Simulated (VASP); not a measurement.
# HgTe (Coloradoite) (F-43m) in VASP: settings compared

One crystal, HgTe (Coloradoite), is run at these levels: PBE+D3(BJ), PBE, optPBE-vdW, vdW-DF-cx; tasks: relaxation of cell and atoms, single point.

Everything below comes from runs of VASP 6.6.1. Logs are shortened: lines on timing, memory, paths and dates and some standing lists are left out, and cuts for length are marked.

## (1) The crystal as given

Symmetry: F-43m, No. 216, cubic system. The conventional cell has a = 6.429 Å, b = 6.429 Å, c = 6.429 Å, α = 90.00°, β = 90.00°, γ = 90.00°. Hg (site symmetry -43m) is surrounded by 4 Te at 2.78 Å. Te (site symmetry -43m) is surrounded by 4 Hg at 2.78 Å.

## (2) Relaxation of cell and atoms, PBE+D3(BJ)

INCAR reads:

```
SYSTEM = HgTe
ALGO     = Fast           ! electronic algorithm
EDIFF    = 1E-6           ! SCF threshold, eV
EDIFFG   = -0.01          ! ionic threshold
ENCUT    = 600            ! plane-wave cutoff, eV
GGA      = PE             ! functional
IBRION   = 2              ! ionic algorithm
ISIF     = 3              ! what is computed and relaxed
ISMEAR   = -1             ! smearing method
IVDW     = 12             ! dispersion correction
LASPH    = .True.         ! aspherical terms in the spheres
LCHARG   = .False.        ! write CHGCAR
LREAL    = .False.        ! projectors in reciprocal space
LWAVE    = .False.        ! write WAVECAR
NELM     = 60             ! most SCF steps
NSW      = 40             ! ionic steps
PREC     = Accurate       ! precision mode
SIGMA    = 0.05           ! smearing width, eV
```

KPOINTS reads:

```
k-points
0
Gamma
  6 6 6
  0 0 0
```

POSCAR reads:

```
HgTe
1.0
    0.0000000000      3.2145000000      3.2145000000
    3.2145000000      0.0000000000      3.2145000000
    3.2145000000      3.2145000000      0.0000000000
Hg Te
1 1
Direct
    0.0000000000      0.0000000000      0.0000000000
    0.7500000000      0.7500000000      0.7500000000
```

Potentials or basis: VASP PAW PBE potentials, release 64 (Hg, Te).

Started as:

```console
> cat potpaw_PBE.64/Hg/POTCAR potpaw_PBE.64/Te/POTCAR > POTCAR
> mpirun -np 1 vasp_std > vasp.out
```

OUTCAR:

```text
SYSTEM = HgTe
   EDIFF = 1E-6
   EDIFFG = -0.01
   ENCUT = 600
   GGA = PE
   IBRION = 2
   ISIF = 3
   ISMEAR = -1
   IVDW = 12
   LASPH = .True.
   LREAL = .False.
   NELM = 60
   NSW = 40
   PREC = Accurate
 IVDW          = 12

 ion  position               nearest neighbor table
   1  0.000  0.000  0.000-   2 2.78   2 2.78   2 2.78   2 2.78
   2  0.750  0.750  0.750-   1 2.78   1 2.78   1 2.78   1 2.78

  LATTYP: Found a face centered cubic cell.
 ALAT       =     6.4290000000

  Lattice vectors:

 A1 = (   0.0000000000,   3.2145000000,   3.2145000000)
 A2 = (   3.2145000000,   0.0000000000,   3.2145000000)
 A3 = (   3.2145000000,   3.2145000000,   0.0000000000)

Analysis of symmetry for initial positions (statically):
=====================================================================
 Subroutine PRICEL returns:
 Original cell was already a primitive cell.

 Routine SETGRP: Setting up the symmetry group for a
 face centered cubic supercell.

 Subroutine GETGRP returns: Found 24 space group operations
 (whereof 24 operations were pure point group operations)
 out of a pool of 48 trial point group operations.

The static configuration has the point symmetry T_d .

Analysis of symmetry for dynamics (positions and initial velocities):
=====================================================================
 Subroutine PRICEL returns:
 Original cell was already a primitive cell.

 Routine SETGRP: Setting up the symmetry group for a
 face centered cubic supercell.

 Subroutine GETGRP returns: Found 24 space group operations
 (whereof 24 operations were pure point group operations)
 out of a pool of 48 trial point group operations.

The dynamic configuration has the point symmetry T_d .

 Subroutine INISYM returns: Found 24 space group operations
 (whereof 24 operations are pure point group operations),
 and found     1 'primitive' translations

----------------------------------------------------------------------------------------

                                     Primitive cell

  volume of cell :      66.4309

  direct lattice vectors                    reciprocal lattice vectors
     0.000000000  3.214500000  3.214500000    -0.155545186  0.155545186  0.155545186
     3.214500000  0.000000000  3.214500000     0.155545186 -0.155545186  0.155545186
     3.214500000  3.214500000  0.000000000     0.155545186  0.155545186 -0.155545186

  length of vectors
     4.545989496  4.545989496  4.545989496     0.269412165  0.269412165  0.269412165

  position of ions in fractional coordinates (direct lattice)
     0.000000000  0.000000000  0.000000000
     0.750000000  0.750000000  0.750000000

  ion indices of the primitive-cell ions
   primitive index   ion index
                 1           1
                 2           2

----------------------------------------------------------------------------------------

 KPOINTS: k-points

Automatic generation of k-mesh.
 Grid dimensions read from file:
 generate k-points for:    6    6    6

 Generating k-lattice:

  Cartesian coordinates                     Fractional coordinates (reciprocal lattice)
    -0.025924198  0.025924198  0.025924198     0.166666667  0.000000000  0.000000000
     0.025924198 -0.025924198  0.025924198     0.000000000  0.166666667  0.000000000
     0.025924198  0.025924198 -0.025924198     0.000000000  0.000000000  0.166666667

  Length of vectors
     0.044902027  0.044902027  0.044902027

  Shift w.r.t. Gamma in fractional coordinates (k-lattice)
     0.000000000  0.000000000  0.000000000

 Subroutine IBZKPT returns following result:
 ===========================================

 Found     16 irreducible k-points:

 Following reciprocal coordinates:
            Coordinates               Weight
  0.000000  0.000000  0.000000      1.000000
  0.166667  0.000000  0.000000      8.000000
  0.333333  0.000000  0.000000      8.000000
  0.500000  0.000000  0.000000      4.000000
  0.166667  0.166667  0.000000      6.000000
  0.333333  0.166667  0.000000     24.000000
[... 8 lines left out ...]
 -0.333333  0.333333  0.166667     24.000000
 -0.333333  0.500000  0.166667     12.000000
   k-points           NKPTS =     16   k-points in BZ     NKDIM =     16   number of bands    NBANDS=     13
   number of dos      NEDOS =    301   number of ions     NIONS =      2
   total plane-waves  NPLWV =  46656
   dimension x,y,z NGX =    36 NGY =   36 NGZ =   36
   dimension x,y,z NGXF=    72 NGYF=   72 NGZF=   72
   ions per type =               1   1
   NGX,Y,Z   is equivalent  to a cutoff of  13.17, 13.17, 13.17 a.u.
   NGXF,Y,Z  is equivalent  to a cutoff of  26.33, 26.33, 26.33 a.u.
 SYSTEM =  HgTe
   PREC   = accura    normal or accurate (medium, high low for compatibility)
   ISTART =      0    job   : 0-new  1-cont  2-samecut
   ICHARG =      2    charge: 1-file 2-atom 10-const
   ISPIN  =      1    spin polarized calculation?
   LNONCOLLINEAR =      F non collinear calculations
   LSORBIT =      F    spin-orbit coupling
   LASPH  =      T    aspherical Exc in radial PAW
   ENCUT  =  600.0 eV  44.10 Ry    6.64 a.u.   9.08  9.08  9.08*2*pi/ulx,y,z
   NELM   =     60;   NELMIN=  2; NELMDL= -5     # of ELM steps
   EDIFF  = 0.1E-05   stopping-criterion for ELM
   LREAL  =      F    real-space projection
   EDIFFG = -.1E-01   stopping-criterion for IOM
   NSW    =     40    number of steps for IOM
   IBRION =      2    ionic relax: 0-MD 1-quasi-New 2-CG
   NFREE  =      1    steps in history (QN), initial steepest desc. (CG)
   ISIF   =      3    stress and relaxation
   ISYM   =      2    0-nonsym 1-usesym 2-fastsym
   POTIM  = 0.5000    time-step for ionic-motion
   TEBEG  =    0.0;   TEEND  =   0.0 temperature during run
   PSTRESS=    0.0 pullay stress
   NELECT =      18.0000    total number of electrons
   NUPDOWN=      -1.0000    fix difference up-down
   EMIN   =  10.00;   EMAX   =-10.00  energy-range for DOS
   EFERMI =   0.00;   METHOD = LEGACY
   ISMEAR =    -1;   SIGMA  =   0.05  broadening in eV -4-tet -1-fermi 0-gaus
   EFERMI_NEDOS =   21; number of points for ismear=-14 and -15
   IALGO  =     68    algorithm
   IMIX   =      4    mixing-type and parameters
     AMIX     =   0.40;   BMIX     =  1.00
     AMIX_MAG =   1.60;   BMIX_MAG =  1.00
  volume/ion in A,a.u.               =      33.22       224.15
  Fermi-wavevector in a.u.,A,eV,Ry     =   1.059357  2.001894 15.268958  1.122237
  Thomas-Fermi vector in A             =   2.194699
   LORBIT       =      0    0 simple, 1 ext, 2 COOP (PROOUT), +10 PAW based schemes
   GGA     = PE    functional components
   LHFCALC =     F    Hartree Fock is set to
   AEXX    =    0.0000 exact exchange contribution
   IVDW    =    12    specifies the selected vdW correction
   LEPSILON=     F    determine dielectric tensor
   LRPA    =     F    only Hartree local field effects (RPA)
 conjugate gradient relaxation of ions
 non-spin polarized calculation
 RMM-DIIS sequential band-by-band and
  energy-cutoff  :      600.00
  volume of cell :       66.43
 maximum number of plane-waves:      2252
   NGX = 19   NGY = 19   NGZ = 19

--------------------------------------- Ionic step        1  -------------------------------------------

 number of electron      18.0000000 magnetization

 Free energy of the ion-electron system (eV)
  ---------------------------------------------------
  ext. energy  EPLUGINS =         0.00000000
  ---------------------------------------------------
  free energy    TOTEN  =        -3.54446180 eV

  energy without entropy =       -3.54351378  energy(sigma->0) =       -3.54398779

------------------------ aborting loop because EDIFF is reached ----------------------------------------

 Edisp (eV)   -0.73415

 E8    (eV) :    -0.3337

  FORCE on cell =-STRESS in cart. coord.  units (eV):
  Direction    XX          YY          ZZ          XY          YZ          ZX
  --------------------------------------------------------------------------------------
  -------------------------------------------------------------------------------------
  Total       1.09773     1.09773     1.09773     0.00000     0.00000     0.00000
  in kB      26.47492    26.47492    26.47492     0.00000     0.00000     0.00000
  external pressure =       26.47 kB  Pullay stress =        0.00 kB

 VOLUME and BASIS-vectors are now :
 -----------------------------------------------------------------------------
  energy-cutoff  :      600.00
  volume of cell :       66.43
      direct lattice vectors                 reciprocal lattice vectors
     0.000000000  3.214500000  3.214500000    -0.155545186  0.155545186  0.155545186
     3.214500000  0.000000000  3.214500000     0.155545186 -0.155545186  0.155545186
     3.214500000  3.214500000  0.000000000     0.155545186  0.155545186 -0.155545186

 POSITION                                       TOTAL-FORCE (eV/Angst)
 -----------------------------------------------------------------------------------
      0.00000      0.00000      0.00000        -0.000000      0.000000      0.000000
      4.82175      4.82175      4.82175         0.000000     -0.000000     -0.000000
 -----------------------------------------------------------------------------------
    total drift:                                0.000000      0.000000      0.000000
[... 25 lines left out ...]
 VOLUME and BASIS-vectors are now :
 -----------------------------------------------------------------------------
  energy-cutoff  :      600.00
  volume of cell :       71.85
      direct lattice vectors                 reciprocal lattice vectors
     0.000000000  3.299615577  3.299615577    -0.151532804  0.151532804  0.151532804
     3.299615577  0.000000000  3.299615577     0.151532804 -0.151532804  0.151532804
     3.299615577  3.299615577  0.000000000     0.151532804  0.151532804 -0.151532804

 POSITION                                       TOTAL-FORCE (eV/Angst)
 -----------------------------------------------------------------------------------
      6.59923      3.29962      3.29962         0.000000      0.000000     -0.000000
      4.94942      4.94942      4.94942        -0.000000     -0.000000      0.000000
 -----------------------------------------------------------------------------------
    total drift:                                0.000000      0.000000      0.000000

  FREE ENERGIE OF THE ION-ELECTRON SYSTEM (eV)
  ---------------------------------------------------
  free  energy   TOTEN  =        -4.3054422498 eV

  energy  without entropy=       -4.3044155083  energy(sigma->0) =       -4.30492888

--------------------------------------- Ionic step        3  -------------------------------------------

 number of electron      18.0000002 magnetization

 Free energy of the ion-electron system (eV)
  ---------------------------------------------------
  ext. energy  EPLUGINS =         0.00000000
  ---------------------------------------------------
  free energy    TOTEN  =        -3.62251640 eV

  energy without entropy =       -3.62151535  energy(sigma->0) =       -3.62201588

 E-fermi :   2.7148     XC(G=0):  -8.5547

 val. band max:        2.6771778364   @ k =   0.0000   0.0000   0.0000
 cond. band min:       3.3794801038   @ k =   0.5000   0.0000   0.0000
 fundamental gap:      0.7023022673
 Fermi energy:         2.7148082627

 k-point     1 :       0.0000    0.0000    0.0000
  band No.  band energies     occupation
      1      -9.0229      2.00000
      2      -4.4501      2.00000
      3      -4.4501      2.00000
      4      -4.4501      2.00000
      5      -3.9694      2.00000
      6      -3.9694      2.00000
      7       1.8519      2.00000
      8       2.6772      1.35949
      9       2.6772      1.35949
     10       2.6772      1.35949
     11       6.9762      0.00000
     12       6.9762      0.00000
     13       6.9762      0.00000

 k-point     2 :       0.1667    0.0000    0.0000
  band No.  band energies     occupation
      1      -8.9010      2.00000
      2      -4.4173      2.00000
      3      -4.4173      2.00000
      4      -4.3928      2.00000
      5      -3.9717      2.00000
      6      -3.9717      2.00000
      7       0.3521      2.00000
      8       2.4126      1.99527
      9       2.4126      1.99527
     10       3.4380      0.00000
     11       6.9962      0.00000
     12       7.3279      0.00000
     13       7.3279      0.00000
[... 239 lines left out ...]
 VOLUME and BASIS-vectors are now :
 -----------------------------------------------------------------------------
  energy-cutoff  :      600.00
  volume of cell :       70.34
      direct lattice vectors                 reciprocal lattice vectors
     0.000000000  3.276386904  3.276386904    -0.152607129  0.152607129  0.152607129
     3.276386904  0.000000000  3.276386904     0.152607129 -0.152607129  0.152607129
     3.276386904  3.276386904  0.000000000     0.152607129  0.152607129 -0.152607129

 POSITION                                       TOTAL-FORCE (eV/Angst)
 -----------------------------------------------------------------------------------
      0.00000      0.00000      0.00000         0.000000      0.000000     -0.000000
      4.91458      4.91458      4.91458        -0.000000     -0.000000      0.000000
 -----------------------------------------------------------------------------------
    total drift:                                0.000000      0.000000      0.000000

  FREE ENERGIE OF THE ION-ELECTRON SYSTEM (eV)
  ---------------------------------------------------
  free  energy   TOTEN  =        -4.3092378911 eV

  energy  without entropy=       -4.3082368427  energy(sigma->0) =       -4.30873737

 reached required accuracy - stopping structural energy minimisation
```

Wall time 24 s (1 thread of Intel Xeon Platinum 8488C (Sapphire Rapids), shared host); peak memory 0.22 GiB.

Results:

```
Free energy                            : -4.3092 eV
Relaxed volume                         : 35.17 Å³/atom
Relaxed cell                           : a = 4.634 Å, b = 4.634 Å, c = 4.634 Å, α = 60.00°, β = 60.00°, γ = 60.00°
Space group after relaxing (to 0.05 Å) : F-43m (No. 216)
Energy gained by relaxing              : 15.3 meV/atom
Ionic steps                            : 3
Pressure after relaxing                : 0.0 GPa
Band gap on the k mesh                 : none (metal or under the smearing width)
Dispersion energy per atom             : -0.343 eV
```

The path:
```
step  energy change (eV)  largest force (eV/Å)  pressure (GPa)  volume (Å³)
   1              0.0000                0.0000            2.65        66.43
   2             -0.0268                0.0000           -0.82        71.85
   3             -0.0306                0.0000            0.01        70.34
```

Final structure:
```yaml
crystal:
  lattice:
    - [0.00000, 3.27639, 3.27639]
    - [3.27639, 0.00000, 3.27639]
    - [3.27639, 3.27639, 0.00000]
  atoms:
    - { symbol: Hg, position: [0.00000, 0.00000, 0.00000] }
    - { symbol: Te, position: [0.75000, 0.75000, 0.75000] }
```

Levels at points of the mesh, in eV from the Fermi level:
```
           k point  band 5  band 6  band 7  band 8  band 9  band 10  band 11  band 12  band 13
(0.00, 0.00, 0.00)   -6.68   -6.68   -0.86   -0.04   -0.04    -0.04     4.26     4.26     4.26
(0.50, 0.00, 0.00)   -6.67   -6.40   -5.26   -0.95   -0.95     0.66     5.03     5.03     6.82
(0.50, 0.50, 0.00)   -6.63   -6.27   -5.25   -2.14   -2.14     1.87     2.56     8.04     8.65
```

Caveat: pairwise dispersion overbinds metals, which lowers pressure and volume. The run has no spin-orbit coupling, so splittings on Hg, Te are missing.

[end of part 1 of 2]
